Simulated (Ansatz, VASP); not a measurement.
## Two plane-wave programs on HfB

The input INCAR:

```
SYSTEM = HfB
PREC     = Accurate       ! precision mode
ENCUT    = 600            ! plane-wave cutoff, eV
EDIFF    = 1E-6           ! SCF threshold, eV
ISMEAR   = 0              ! smearing method
SIGMA    = 0.1            ! smearing width, eV
LREAL    = .False.        ! projectors in reciprocal space
LASPH    = .True.         ! aspherical terms in the spheres
NELM     = 80             ! most SCF steps
ALGO     = Normal         ! electronic algorithm
ISIF     = 3              ! what is computed and relaxed
LWAVE    = .False.        ! write WAVECAR
LCHARG   = .False.        ! write CHGCAR
GGA      = PE             ! functional
IBRION   = 2              ! ionic algorithm
NSW      = 100            ! ionic steps
EDIFFG   = -0.005         ! ionic threshold
```

Contents of KPOINTS:

```
regular mesh
0
Gamma
  16 16 16
  0 0 0
```

POSCAR

```
HfB
1.0
    0.0000000000      2.4181342378      2.4181342378
    2.4181342378      0.0000000000      2.4181342378
    2.4181342378      2.4181342378      0.0000000000
Hf B
1 1
Direct
    0.5000000000      0.5000000000      0.5000000000
    0.0000000000      0.0000000000      0.0000000000
```

Input for Ansatz:

```yaml
crystal:
  lattice:
    - [0.0, 2.4181342378, 2.4181342378]
    - [2.4181342378, 0.0, 2.4181342378]
    - [2.4181342378, 2.4181342378, 0.0]
  atoms:
    - { symbol: Hf, position: [0.5, 0.5, 0.5] }
    - { symbol: B, position: [0.0, 0.0, 0.0] }
basis:
  ecutwfc: 520.0
kpoints:
  mp_grid: { grid: [16, 16, 16] }
hamiltonian:
  xc: pbe
scf:
  occupations: { method: gaussian, width: 0.1 }
output:
  forces: true
  stress: true
  eigenvalues: true
  write_density: true
  write_potential: true
  elf: true
  volumetric_format: npy
relax:
  adjacent_minimum: "off"
  f_tol: 0.005
  max_steps: 80
  cell: { stress_tol: 0.05 }
```

Alike in both runs: task relaxation of cell and atoms; functional PBE; k mesh 16 × 16 × 16; occupations gaussian, width 0.1 eV; no spin polarisation.

```csv
,VASP,Ansatz
version,VASP 6.6.1,Ansatz 0.2.0
potentials or method,"VASP PAW PBE potentials, release 64 (Hf_pv, B)","scalar-relativistic, plane waves, PAW"
plane-wave cutoff (eV),600,520
valence electrons in the cell,13,29
```

```csv
,VASP,Ansatz,Ansatz less VASP
"gap on the k mesh at the Fermi level, each at its own relaxed structure (eV)",none,none,-
relaxed volume (Å³/atom),14.13,14.12,-0.009
relaxed cell length with the largest relative difference (Å),3.419,3.418,-0.0007
```

A gap of «none» marks a metal or a gap that the smearing closes. The two sets of potentials don't hold the same shells in valence.

Spin-orbit coupling is left out, which matters for the levels of Hf.
